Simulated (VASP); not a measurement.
# VASP inputs for BaZrO₃ (strained cubic perovskite)

INCAR

```
NBANDS = 28
ISMEAR = 0
ISIF = 2
METAGGA = R2SCAN
LCHARG = .FALSE.
ENCUT = 520
ALGO = Normal
NELM = 120
EDIFF = 1E-7
LASPH = .TRUE.
LREAL = .FALSE.
SIGMA = 0.01
IBRION = -1
LWAVE = .FALSE.
NSW = 0
PREC = Accurate
```

KPOINTS

```
KPOINTS created by Atomic Simulation Environment
0
Gamma
6 6 6
0 0 0
```

KPOINTS_OPT

```
special points
4
Reciprocal
0.0000000000 0.0000000000 0.0000000000 1
0.0000000000 0.5000000000 0.0000000000 1
0.5000000000 0.5000000000 0.0000000000 1
0.5000000000 0.5000000000 0.5000000000 1
```

POSCAR

```
Ba Zr O
 1.0000000000000000
     4.2053549142000000    0.0000000000000000    0.0000000000000000
     0.0000000000000000    4.2053549142000000    0.0000000000000000
     0.0000000000000000    0.0000000000000000    4.2894620124999996
 Ba  Zr  O
   1   1   3
Cartesian
  0.0000000000000000  0.0000000000000000  0.0000000000000000
  2.1026774571000000  2.1026774571000000  2.1447310062499993
  2.1026774571000000  2.1026774571000000  0.0000000000000000
  2.1026774571000000  0.0000000000000000  2.1447310062499993
  0.0000000000000000  2.1026774571000000  2.1447310062499993
```

VASP ran with the recommended PBE PAW datasets (40 valence electrons in the cell).

What does this run give?

gap between bands v and c 3.58 eV; least direct gap 3.86 eV; pressure -2.1 GPa.

Band v is the last that the valence electrons fill when counted band by band, and c is the next. Levels in eV from the top of v:

```csv
point,v−1,v,c,c+1
Γ,-0.28,-0.28,3.58,3.58
X,-0.56,-0.53,4.01,6.07
M,-0.87,-0.06,6.03,6.03
R,-0.03,0.00,6.44,6.44
```
